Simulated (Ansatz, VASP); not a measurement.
## GaAs in VASP and in Ansatz

File INCAR:

```
PREC     = Accurate       # precision mode
ENCUT    = 520            # plane-wave cutoff, eV
EDIFF    = 1E-6           # SCF threshold, eV
ISMEAR   = -1             # smearing method
SIGMA    = 0.08           # smearing width, eV
LREAL    = F              # projectors in reciprocal space
LASPH    = T              # aspherical terms in the spheres
NELM     = 60             # most SCF steps
ALGO     = Normal         # electronic algorithm
ISIF     = 2              # what is computed and relaxed
LWAVE    = F              # write WAVECAR
LCHARG   = F              # write CHGCAR
GGA      = PE             # functional
NBANDS   = 16             # bands
```

Contents of KPOINTS:

```
regular mesh
0
Gamma
  10 10 10
```

POSCAR

```
GaAs
1.0
    0.0000000000      2.8455714065      2.8455714065
    2.8455714065      0.0000000000      2.8455714065
    2.8455714065      2.8455714065      0.0000000000
Ga As
1 1
Direct
    0.0000000000      0.0000000000      0.0000000000
    0.7500000000      0.7500000000      0.7500000000
```

Input for Ansatz:

```yaml
crystal:
  lattice:
    - [0.0, 2.8455714065, 2.8455714065]
    - [2.8455714065, 0.0, 2.8455714065]
    - [2.8455714065, 2.8455714065, 0.0]
  atoms:
    - { symbol: Ga, position: [0.0, 0.0, 0.0] }
    - { symbol: As, position: [0.75, 0.75, 0.75] }
kpoints:
  mp_grid: { grid: [10, 10, 10] }
scf:
  occupations: { method: fermi_dirac, width: 0.08 }
hamiltonian:
  xc: pbe
  pseudopotentials: { kind: all_electron, lapw: { basis_error: 0.001 } }
output:
  forces: true
  stress: true
  eigenvalues: true
```

Change from the starting cell: volume scaled by 1.02.

Alike in both runs: task single point; functional PBE; k mesh 10 × 10 × 10; occupations fermi-dirac, width 0.08 eV; no spin polarisation.

|  | VASP | Ansatz |
| --- | --- | --- |
| version | VASP 6.6.1 | Ansatz 0.2.0 |
| potentials or method | VASP PAW PBE potentials, release 64 (Ga_d, As) | all-electron LAPW, scalar-relativistic |
| plane-wave cutoff (eV) | 520 | see its input |

```csv
,VASP,Ansatz,Ansatz less VASP
pressure (GPa),2.0,1.9,-0.16
```

Ansatz ran all-electron here, so the differences hold the error of VASP's frozen core and of both bases.
